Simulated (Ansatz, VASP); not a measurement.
## BN: VASP beside Ansatz

INCAR

```
SYSTEM = BN
ALGO = Normal
EDIFF = 1E-8
ENCUT = 520
ISIF = 2
ISMEAR = -1
LASPH = .True.
LCHARG = .False.
LEFG = .True.
LREAL = .False.
LWAVE = .False.
NBANDS = 11
NELM = 100
PREC = Accurate
SIGMA = 0.02
```

Contents of KPOINTS:

```
k-points
0
Gamma
  11 11 11
  0 0 0
```

POSCAR

```
BN
1.0
    0.0000000000      1.8075000000      1.8075000000
    1.8075000000      0.0000000000      1.8075000000
    1.8075000000      1.8075000000      0.0000000000
B N
1 1
Direct
    0.0000000000      0.0000000000      0.0000000000
    0.7500000000      0.7500000000      0.7500000000
```

Input for Ansatz:

```yaml
crystal:
  lattice:
    - [0.0, 1.8075, 1.8075]
    - [1.8075, 0.0, 1.8075]
    - [1.8075, 1.8075, 0.0]
  atoms:
    - { symbol: B, position: [0.0, 0.0, 0.0] }
    - { symbol: "N", position: [0.75, 0.75, 0.75] }
kpoints:
  mp_grid: { grid: [11, 11, 11] }
  band_path:
    path:
      - [0.0, 0.0, 0.0]
      - [-0.5, -0.5, 0.0]
      - [-0.375, -0.375, 0.25]
      - [-0.375, 0.0, 0.375]
      - [0.0, 0.0, 0.0]
      - [0.0, 0.0, 0.5]
      - [-0.5, -0.25, 0.25]
      - [-0.5, -0.5, 0.0]
    npoints: 8
scf:
  occupations: { method: fermi_dirac, width: 0.02 }
hamiltonian:
  xc: lda
  pseudopotentials: { kind: all_electron, datasets: crystal }
output:
  forces: true
  stress: true
  eigenvalues: true
  efg: { contact_densities: true }
```

Alike in both runs: task electric field gradients; functional LDA; k mesh 11 × 11 × 11; occupations fermi-dirac, width 0.02 eV; no spin polarisation.

|  | VASP | Ansatz |
| --- | --- | --- |
| version | VASP 6.6.1 | Ansatz 0.2.0 |
| potentials or method | VASP PAW LDA potentials, release 64 (B, N) | all-electron PAW with datasets made for the crystal, scalar-relativistic |
| plane-wave cutoff (eV) | 520 | see its input |

```csv
,VASP,Ansatz,Ansatz less VASP
gap on the k mesh at the Fermi level (eV),4.45,4.46,+0.009
pressure (GPa),-10.1,-10.8,-0.75
Vzz of the field gradient on the site that differs most (V/Å²),0.0,0.0,0.00
```

Ansatz ran all-electron here, so the differences hold the error of VASP's frozen core and of both bases.

Caveats: an odd mesh through Γ misses points on the zone boundary, where band edges often lie.
